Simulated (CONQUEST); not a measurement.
Crystal: Au.

```
Au
1.0
     2.90000    0.00000    0.00000
     0.00000    4.88000    0.00000
     0.00000    0.00000    5.02295
Au
4
Cartesian
  0.0000 1.2200 1.6743
  1.4500 1.2200 4.1858
  0.0000 3.6600 3.3486
  1.4500 3.6600 0.8372
```

This isn't the form of Au at room conditions, which is fcc.

* Program: CONQUEST 1.3
* Task: single point
* Functional: PBEsol
* Potentials or basis: PseudoDojo NC PBEsol, DZP, grid cutoff 120 Ha
* k mesh: 9 × 6 × 6
* Occupations: fermi-dirac, width 0.05 eV
* Spin: no spin polarisation

On this cell: pressure -5.6 GPa; largest force 0.022 eV/Å; band gap on the k mesh none (metal or under the smearing width).

The same run follows on a disturbed copy (atoms moved at random, drawn with an rms of 0.05 Å):

```
Au
1.0
     2.90000    0.00000    0.00000
     0.00000    4.88000    0.00000
     0.00000    0.00000    5.02295
Au
4
Direct
  0.00794 0.25122 0.34410
  0.50794 0.25122 0.84410
  0.00217 0.75447 0.66109
  0.50218 0.75447 0.16109
```

Problem. What does the disturbed cell give?

Solution. The energy (extrapolated to zero smearing) moves by +0.9 meV/atom; pressure -5.6 GPa; largest force 0.117 eV/Å; band gap on the k mesh none (metal or under the smearing width).

Forces in eV/Å, atoms in the order of the input:
```
Au  -0.004  0.109 -0.033
Au  -0.004  0.109 -0.033
Au   0.005 -0.106  0.051
Au   0.005 -0.106  0.051
```

Stress tensor (GPa, compression positive):
```
-4.82 -0.01 -0.03
-0.01 -6.42 -0.07
-0.03 -0.07 -5.68
```

The forces don't sum to zero, so they hold noise of the program's grid.

Caveats: the box holds several primitive cells, so bands are folded and the points are those of the box's own zone; the basis of atomic orbitals isn't converged, which shifts pressures, moduli and gaps.
